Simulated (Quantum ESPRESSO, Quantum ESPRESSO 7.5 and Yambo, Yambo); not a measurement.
## CdSe (F-43m): G0W0 with Yambo, start to end

Wanted: ground state, empty states, screening and self-energy for CdSe (F-43m).

Main program and level: Quantum ESPRESSO 7.5 and Yambo 5.3.0; PBE and many-body steps on it, plane waves.

**The experiments to reproduce.**

- Gap 1.69 ± 0.02 eV: direct gap from (alpha E)^2 extrapolation; spectroscopic ellipsometry; 300 K; film (fully relaxed MBE film, 304 nm) on GaAs(100) (“Band gap bowing of binary alloys: Experimental results compared to theoretical tight-binding supercell calculations for CdZnSe”, 2010, arxiv:1007.2297).

## 1. The starting structure

Symmetry: F-43m, No. 216, cubic system. The conventional cell has a = 6.141 Å, b = 6.141 Å, c = 6.141 Å, α = 90.00°, β = 90.00°, γ = 90.00°. Cd has 4 Se at 2.66 Å nearest. Nearest to Se lie 4 Cd at 2.66 Å. Farther neighbours and most contacts between anions are not listed.

The cell and positions are those that the Materials Project relaxed with its own functionals (PBE, PBE+U or r2SCAN), kept fixed.

## 2. Ground state

This step: Quantum ESPRESSO 7.5; DFT, PBE, plane waves, norm-conserving pseudopotentials.

The ground-state density comes first.

The input, pw.in:

```
&control
  calculation = 'scf'
  prefix = 'x'
  outdir = 'o'
  pseudo_dir = 'pseudo'
/
&system
  ibrav = 0
  nat = 2
  ntyp = 2
  ecutwfc = 104.0
  nbnd = 27
  force_symmorphic = .true.
/
&electrons
  conv_thr = 1e-10
  electron_maxstep = 80
  mixing_beta = 0.5
/
ATOMIC_SPECIES
  Cd 112.41 Cd.upf
  Se 78.971 Se.upf
CELL_PARAMETERS angstrom
  -0.0000000000 3.0702711986 3.0702711986
  3.0702711986 -0.0000000000 3.0702711986
  3.0702711986 3.0702711986 -0.0000000000
ATOMIC_POSITIONS crystal
  Cd 0.0000000000 0.0000000000 0.0000000000
  Se 0.7500000000 0.7500000000 0.7500000000
K_POINTS automatic
  6 6 6 0 0 0
```

Run with:

```console
$ OMP_NUM_THREADS=1 mpirun -n 4 pw.x -nk 4 -in pw.in > pw.out
```

Log:

```text
Program PWSCF v.7.5 starts

     This program is part of the open-source Quantum ESPRESSO suite
     for quantum simulation of materials; please cite
         "P. Giannozzi et al., J. Phys.:Condens. Matter 21 395502 (2009);
         "P. Giannozzi et al., J. Phys.:Condens. Matter 29 465901 (2017);
         "P. Giannozzi et al., J. Chem. Phys. 152 154105 (2020);
     in publications or presentations arising from this work. More details at
     Message from routine setup:
     using ibrav=0 with symmetry is DISCOURAGED, use correct ibrav instead

     G-vector sticks info

     bravais-lattice index     =            0
     lattice parameter (alat)  =       8.2052  a.u.
     unit-cell volume          =     390.6221 (a.u.)^3
     number of atoms/cell      =            2
     number of atomic types    =            2
     number of electrons       =        44.00
     number of Kohn-Sham states=           27
     kinetic-energy cutoff     =     104.0000  Ry
     charge density cutoff     =     416.0000  Ry
     scf convergence threshold =      1.0E-10
     mixing beta               =       0.5000
     number of iterations used =            8  plain     mixing
     Exchange-correlation= PBE
                           (   1   4   3   4   0   0   0)

     celldm(1)=   8.205227  celldm(2)=   0.000000  celldm(3)=   0.000000
     celldm(4)=   0.000000  celldm(5)=   0.000000  celldm(6)=   0.000000

     crystal axes: (cart. coord. in units of alat)
               a(1) = (  -0.000000   0.707107   0.707107 )
               a(2) = (   0.707107  -0.000000   0.707107 )
               a(3) = (   0.707107   0.707107  -0.000000 )

     reciprocal axes: (cart. coord. in units 2 pi/alat)
               b(1) = ( -0.707107  0.707107  0.707107 )
               b(2) = (  0.707107 -0.707107  0.707107 )
               b(3) = (  0.707107  0.707107 -0.707107 )
     Pseudo is Norm-conserving + core correction, Zval = 20.0
     Generated using ONCVPSP code by D. R. Hamann
     Using radial grid of 1368 points,  6 beta functions with:
     Pseudo is Norm-conserving + core correction, Zval = 24.0
     Generated using ONCVPSP code by D. R. Hamann
     Using radial grid of 1214 points,  6 beta functions with:
     Cd               20.00   112.41000     Cd( 1.00)
     Se               24.00    78.97100     Se( 1.00)

     24 Sym. Ops. (no inversion) found

   Cartesian axes

     site n.     atom                  positions (alat units)
         1        Cd     tau(   1) = (   0.0000000   0.0000000   0.0000000  )
         2        Se     tau(   2) = (   1.0606602   1.0606602   1.0606602  )

     number of k points=    16
                       cart. coord. in units 2pi/alat
        k(    1) = (   0.0000000   0.0000000   0.0000000), wk =   0.0092593
        k(    2) = (   0.1178511   0.1178511  -0.1178511), wk =   0.0740741
        k(    3) = (   0.2357023   0.2357023  -0.2357023), wk =   0.0740741
        k(    4) = (  -0.3535534  -0.3535534   0.3535534), wk =   0.0370370
        k(    5) = (   0.2357023   0.0000000  -0.0000000), wk =   0.0555556
        k(    6) = (   0.3535534   0.1178511  -0.1178511), wk =   0.2222222
        k(    7) = (  -0.2357023  -0.4714045   0.4714045), wk =   0.2222222
        k(    8) = (  -0.1178511  -0.3535534   0.3535534), wk =   0.2222222
        k(    9) = (   0.0000000  -0.2357023   0.2357023), wk =   0.1111111
        k(   10) = (   0.4714045   0.0000000  -0.0000000), wk =   0.0555556
     [... 4 further rows ...]
        k(   15) = (  -0.1178511  -0.3535534   0.5892557), wk =   0.2222222
        k(   16) = (  -0.7071068   0.2357023   0.0000000), wk =   0.1111111

     Dense  grid:    55849 G-vectors     FFT dimensions: (  54,  54,  54)

     Initial potential from superposition of free atoms

     starting charge      43.9997, renormalised to      44.0000
     Starting wfcs are   23 randomized atomic wfcs +    4 random wfcs

     per-process dynamical memory:    46.1 Mb

     Self-consistent Calculation

     iteration #  1     ecut=   104.00 Ry     beta= 0.50

     Threshold (ethr) on eigenvalues was too large:
     Diagonalizing with lowered threshold

     total energy              =   -1027.26012270 Ry
     estimated scf accuracy    <       0.08744057 Ry

     iteration #  2     ecut=   104.00 Ry     beta= 0.50

     total energy              =   -1027.28143905 Ry
     estimated scf accuracy    <       0.00899329 Ry

     iteration #  3     ecut=   104.00 Ry     beta= 0.50

     total energy              =   -1027.28288119 Ry
     estimated scf accuracy    <       0.00092482 Ry

     iteration #  4     ecut=   104.00 Ry     beta= 0.50

     total energy              =   -1027.28296526 Ry
     estimated scf accuracy    <       0.00004750 Ry

     iteration #  5     ecut=   104.00 Ry     beta= 0.50

     total energy              =   -1027.28296948 Ry
     estimated scf accuracy    <       0.00000476 Ry

     iteration #  6     ecut=   104.00 Ry     beta= 0.50

     total energy              =   -1027.28297032 Ry
     estimated scf accuracy    <       0.00000023 Ry

     iteration #  7     ecut=   104.00 Ry     beta= 0.50

     total energy              =   -1027.28297036 Ry
     estimated scf accuracy    <       0.00000013 Ry

     iteration #  8     ecut=   104.00 Ry     beta= 0.50

     total energy              =   -1027.28297037 Ry
     estimated scf accuracy    <          1.9E-09 Ry

     iteration #  9     ecut=   104.00 Ry     beta= 0.50

     total energy              =   -1027.28297037 Ry
     estimated scf accuracy    <          7.6E-10 Ry

     iteration # 10     ecut=   104.00 Ry     beta= 0.50

     End of self-consistent calculation

          k = 0.0000 0.0000 0.0000 (  6879 PWs)   bands (ev):

  -199.3040-138.7799-138.7799-138.7799 -93.9630 -55.0239 -55.0239 -55.0239
   -38.9489 -38.9489 -38.9489 -38.9459 -38.9459  -4.7636  -0.1683  -0.1683
    -0.1683   0.1752   0.1752   7.6711   7.6711   7.6711   8.2221  13.6142
    13.6142  13.6142  17.3542

          k = 0.1179 0.1179-0.1179 (  6970 PWs)   bands (ev):

  -199.3040-138.7799-138.7799-138.7799 -93.9630 -55.0240 -55.0240 -55.0240
   -38.9489 -38.9489 -38.9489 -38.9459 -38.9459  -4.6775  -0.1417  -0.1417
    -0.0834   0.1745   0.1745   6.0068   7.4733   7.4733   9.5256  13.3609
    13.9258  13.9258  17.7796

          k = 0.2357 0.2357-0.2357 (  6988 PWs)   bands (ev):

  -199.3040-138.7799-138.7799-138.7799 -93.9630 -55.0241 -55.0240 -55.0240
   -38.9490 -38.9489 -38.9489 -38.9459 -38.9459  -4.5028  -0.0975  -0.0975
     0.1845   0.1845   0.1983   4.2694   7.1223   7.1223  10.0396  14.1686
    14.1724  14.1724  17.4771

          k =-0.3536-0.3536 0.3536 (  6958 PWs)   bands (ev):

     [... further k-points ...]

     highest occupied, lowest unoccupied level (ev):     7.6711    8.2221

!    total energy              =   -1027.28297037 Ry
     estimated scf accuracy    <          8.1E-11 Ry

     The total energy is the sum of the following terms:
     one-electron contribution =    -892.69171494 Ry
     hartree contribution      =     423.54175306 Ry
     xc contribution           =    -106.15873213 Ry
     ewald contribution        =    -451.97427637 Ry

     convergence has been achieved in  10 iterations

     XML data file, charge density, pseudopotentials, collected wavefunctions

=------------------------------------------------------------------------------=
   JOB DONE.
=------------------------------------------------------------------------------=
```

Wall time 19 s (4 MPI ranks of Arm Neoverse V1, shared host); peak memory 0.39 GiB; 76 s of CPU time.

Numbers from this step:

- total energy: -13976.8968 eV
- gap: 0.5509 eV
- k of the valence top: 0, 0, 0
- k of the conduction bottom: 0, 0, 0
- least direct gap: 0.5509 eV

The gap is direct, at Γ.

## 3. Bands along the symmetry lines

Levels along a band path, at the cheap level, show where the edges lie and whether the meshes to come will hold them.

The input, pw.in:

```
&control
  calculation = 'bands'
  prefix = 'x'
  outdir = 'o'
  pseudo_dir = 'pseudo'
/
&system
  ibrav = 0
  nat = 2
  ntyp = 2
  ecutwfc = 104.0
  nbnd = 28
  force_symmorphic = .true.
/
&electrons
  conv_thr = 1e-9
  electron_maxstep = 80
  diago_full_acc = .true.
  diago_thr_init = 5e-6
/
ATOMIC_SPECIES
  Cd 112.41 Cd.upf
  Se 78.971 Se.upf
CELL_PARAMETERS angstrom
  -0.0000000000 3.0702711986 3.0702711986
  3.0702711986 -0.0000000000 3.0702711986
  3.0702711986 3.0702711986 -0.0000000000
ATOMIC_POSITIONS crystal
  Cd 0.0000000000 0.0000000000 0.0000000000
  Se 0.7500000000 0.7500000000 0.7500000000
K_POINTS crystal
  50
  0.00000000 0.00000000 0.00000000 1
  -0.06250000 -0.06250000 0.00000000 1
  -0.12500000 -0.12500000 0.00000000 1
  -0.18750000 -0.18750000 0.00000000 1
  -0.25000000 -0.25000000 0.00000000 1
  -0.31250000 -0.31250000 0.00000000 1
  -0.37500000 -0.37500000 0.00000000 1
  -0.43750000 -0.43750000 0.00000000 1
  -0.50000000 -0.50000000 0.00000000 1
  -0.48437500 -0.48437500 0.03125000 1
  -0.46875000 -0.46875000 0.06250000 1
  -0.45312500 -0.45312500 0.09375000 1
  -0.43750000 -0.43750000 0.12500000 1
  -0.42187500 -0.42187500 0.15625000 1
  -0.40625000 -0.40625000 0.18750000 1
  -0.39062500 -0.39062500 0.21875000 1
  -0.37500000 -0.37500000 0.25000000 1
  -0.37500000 0.00000000 0.37500000 1
  -0.32812500 0.00000000 0.32812500 1
  -0.28125000 0.00000000 0.28125000 1
  -0.23437500 0.00000000 0.23437500 1
  -0.18750000 0.00000000 0.18750000 1
  -0.14062500 0.00000000 0.14062500 1
  -0.09375000 0.00000000 0.09375000 1
  -0.04687500 0.00000000 0.04687500 1
  0.00000000 0.00000000 0.00000000 1
  0.00000000 0.00000000 0.06250000 1
  0.00000000 0.00000000 0.12500000 1
  0.00000000 0.00000000 0.18750000 1
  0.00000000 0.00000000 0.25000000 1
  0.00000000 0.00000000 0.31250000 1
  0.00000000 0.00000000 0.37500000 1
  0.00000000 0.00000000 0.43750000 1
  0.00000000 0.00000000 0.50000000 1
  -0.06250000 -0.03125000 0.46875000 1
  -0.12500000 -0.06250000 0.43750000 1
  -0.18750000 -0.09375000 0.40625000 1
  -0.25000000 -0.12500000 0.37500000 1
  -0.31250000 -0.15625000 0.34375000 1
  -0.37500000 -0.18750000 0.31250000 1
  -0.43750000 -0.21875000 0.28125000 1
  -0.50000000 -0.25000000 0.25000000 1
  -0.50000000 -0.28125000 0.21875000 1
  -0.50000000 -0.31250000 0.18750000 1
  -0.50000000 -0.34375000 0.15625000 1
  -0.50000000 -0.37500000 0.12500000 1
  -0.50000000 -0.40625000 0.09375000 1
  -0.50000000 -0.43750000 0.06250000 1
  -0.50000000 -0.46875000 0.03125000 1
  -0.50000000 -0.50000000 0.00000000 1
```

Log:

```text
[banner, memory and clock lines left out]
Program PWSCF v.7.5 starts

     Atomic positions and unit cell read from directory:
     o/x.save/

     Message from routine setup:
     using ibrav=0 with symmetry is DISCOURAGED, use correct ibrav instead

     G-vector sticks info

     bravais-lattice index     =            0
     lattice parameter (alat)  =       8.2052  a.u.
     unit-cell volume          =     390.6221 (a.u.)^3
     number of atoms/cell      =            2
     number of atomic types    =            2
     number of electrons       =        44.00
     number of Kohn-Sham states=           28
     kinetic-energy cutoff     =     104.0000  Ry
     charge density cutoff     =     416.0000  Ry
     Exchange-correlation= PBE
                           (   1   4   3   4   0   0   0)

     celldm(1)=   8.205227  celldm(2)=   0.000000  celldm(3)=   0.000000
     celldm(4)=   0.000000  celldm(5)=   0.000000  celldm(6)=   0.000000

     crystal axes: (cart. coord. in units of alat)
               a(1) = (  -0.000000   0.707107   0.707107 )
               a(2) = (   0.707107  -0.000000   0.707107 )
               a(3) = (   0.707107   0.707107  -0.000000 )

     reciprocal axes: (cart. coord. in units 2 pi/alat)
               b(1) = ( -0.707107  0.707107  0.707107 )
               b(2) = (  0.707107 -0.707107  0.707107 )
               b(3) = (  0.707107  0.707107 -0.707107 )
     Pseudo is Norm-conserving + core correction, Zval = 20.0
     Generated using ONCVPSP code by D. R. Hamann
     Using radial grid of 1368 points,  6 beta functions with:
     Pseudo is Norm-conserving + core correction, Zval = 24.0
     Generated using ONCVPSP code by D. R. Hamann
     Using radial grid of 1214 points,  6 beta functions with:
     Cd               20.00   112.41000     Cd( 1.00)
     Se               24.00    78.97100     Se( 1.00)

     24 Sym. Ops. (no inversion) found

   Cartesian axes

     site n.     atom                  positions (alat units)
         1        Cd     tau(   1) = (   0.0000000   0.0000000   0.0000000  )
         2        Se     tau(   2) = (   1.0606602   1.0606602   1.0606602  )

     number of k points=    50
                       cart. coord. in units 2pi/alat
        k(    1) = (   0.0000000   0.0000000   0.0000000), wk =   0.0400000
        k(    2) = (   0.0000000   0.0000000  -0.0883883), wk =   0.0400000
        k(    3) = (   0.0000000   0.0000000  -0.1767767), wk =   0.0400000
[...]
[... 38 further rows ...]
        k(   49) = (   0.0441942  -0.0000000  -0.7071068), wk =   0.0400000
        k(   50) = (   0.0000000   0.0000000  -0.7071068), wk =   0.0400000

     Dense  grid:    55849 G-vectors     FFT dimensions: (  54,  54,  54)

     The potential is recalculated from file :
     o/x.save/charge-density

     Starting wfcs are   23 randomized atomic wfcs +    5 random wfcs

     Band Structure Calculation

     End of band structure calculation

          k = 0.0000 0.0000 0.0000 (  6879 PWs)   bands (ev):

  -199.3042-138.7801-138.7801-138.7801 -93.9630 -55.0239 -55.0239 -55.0239
   -38.9490 -38.9490 -38.9490 -38.9460 -38.9460  -4.7636  -0.1682  -0.1682
    -0.1682   0.1752   0.1752   7.6711   7.6711   7.6711   8.2221  13.6143
    13.6143  13.6143  17.3542  18.7414

          k = 0.0000 0.0000-0.0884 (  6971 PWs)   bands (ev):

  -199.3042-138.7801-138.7801-138.7801 -93.9630 -55.0239 -55.0239 -55.0239
   -38.9490 -38.9490 -38.9490 -38.9460 -38.9460  -4.7463  -0.1602  -0.1602
[...]
13.7395  13.7395  17.6508  17.9866

          k = 0.0000 0.0000-0.1768 (  7007 PWs)   bands (ev):

  -199.3042-138.7801-138.7801-138.7801 -93.9630 -55.0240 -55.0239 -55.0239
[...]
14.0908  14.0908  16.8651  18.5495

          k =-0.0000 0.0000-0.2652 (  7015 PWs)   bands (ev):

[...]
k = 0.0000 0.0000-0.3536 (  7003 PWs)   bands (ev):

[...]
k = 0.0000-0.0000-0.4419 (  6983 PWs)   bands (ev):

[...]
k =-0.0000 0.0000-0.5303 (  6991 PWs)   bands (ev):

[...]
k = 0.0000-0.0000-0.6187 (  7010 PWs)   bands (ev):

[...]
k = 0.5303-0.0000-0.5303 (  6990 PWs)   bands (ev):

[...]
k = 0.0000 0.0000 0.0000 (  6879 PWs)   bands (ev):

[...]
k = 0.1326 0.0000-0.7071 (  6994 PWs)   bands (ev):

[...]
k = 0.0884-0.0000-0.7071 (  7008 PWs)   bands (ev):

[...]
k = 0.0442-0.0000-0.7071 (  7006 PWs)   bands (ev):

  -199.3042-138.7801-138.7801-138.7801 -93.9630 -55.0242 -55.0240 -55.0240
[...]
16.5922  17.5468  17.7364  20.0258

          k = 0.0000 0.0000-0.7071 (  7046 PWs)   bands (ev):

  -199.3042-138.7801-138.7801-138.7801 -93.9630 -55.0242 -55.0240 -55.0240
   -38.9492 -38.9490 -38.9490 -38.9460 -38.9460  -4.3048   0.0126   0.0717
     0.0717   0.2289   0.5106   3.7241   5.9172   5.9172  10.8754  11.4086
    16.6389  17.7228  17.7228  19.9624

     XML data file, pseudopotentials, collected wavefunctions
```

The job ended after 13 s (4 MPI ranks; peak memory 0.31 GiB).

This step gave:

- gap: 0.5509 eV
- k of the valence top: 0, 0, 0
- k of the conduction bottom: 0, 0, 0
- least direct gap: 0.5509 eV

The gap is 0.551 eV, as in the run before at this level.

Electronic bands along the path, in eV, zero at the top of the highest filled band:

| point | band 19 | band 20 | band 21 | band 22 | band 23 | band 24 | band 25 | band 26 |
| --- | --- | --- | --- | --- | --- | --- | --- | --- |
| Γ | -7.50 | 0.00 | 0.00 | 0.00 | 0.55 | 5.94 | 5.94 | 5.94 |
| halfway | -7.47 | -2.51 | -0.98 | -0.98 | 3.23 | 4.24 | 7.59 | 7.59 |
| X | -7.16 | -3.95 | -1.75 | -1.75 | 3.20 | 3.74 | 8.97 | 10.05 |
| halfway | -7.13 | -3.92 | -2.02 | -1.67 | 3.45 | 4.10 | 8.66 | 9.47 |
| U | -7.08 | -3.88 | -2.39 | -1.44 | 3.72 | 5.10 | 8.20 | 8.52 |
| jump to K | -7.08 | -3.88 | -2.39 | -1.44 | 3.72 | 5.10 | 8.20 | 8.52 |
| halfway | -7.46 | -2.86 | -1.32 | -0.40 | 3.09 | 5.65 | 6.35 | 6.65 |
| Γ | -7.50 | 0.00 | 0.00 | 0.00 | 0.55 | 5.94 | 5.94 | 5.94 |
| halfway | -7.49 | -2.59 | -0.38 | -0.38 | 2.25 | 5.92 | 6.45 | 6.45 |
| L | -7.22 | -4.22 | -0.71 | -0.71 | 2.36 | 6.45 | 6.45 | 7.33 |
| halfway | -7.14 | -3.98 | -1.89 | -1.16 | 3.79 | 5.48 | 6.77 | 7.94 |
| W | -7.05 | -3.85 | -2.12 | -2.09 | 4.91 | 5.23 | 6.42 | 7.61 |
| halfway | -7.10 | -3.90 | -1.94 | -1.93 | 3.91 | 4.25 | 8.29 | 8.35 |
| X | -7.16 | -3.95 | -1.75 | -1.75 | 3.20 | 3.74 | 8.97 | 10.05 |

(Continued in part 2 of 3.)

[Paths, hosts, dates, memory and timing lines, banners, echoed tables and standing remarks are left out of the program output.]

[Logs are printed without paths, hosts, clocks, repeated set-up lines and the standing remarks that a program may print on its own settings, such as how far it seeks lower states.]

[Runs of the session that timed out or met a known fault of the program may be left out.]

[Hosts, paths, dates, database ids (printed as entryN), source tags and the programs' standing remarks are cut or masked in the printed files.]
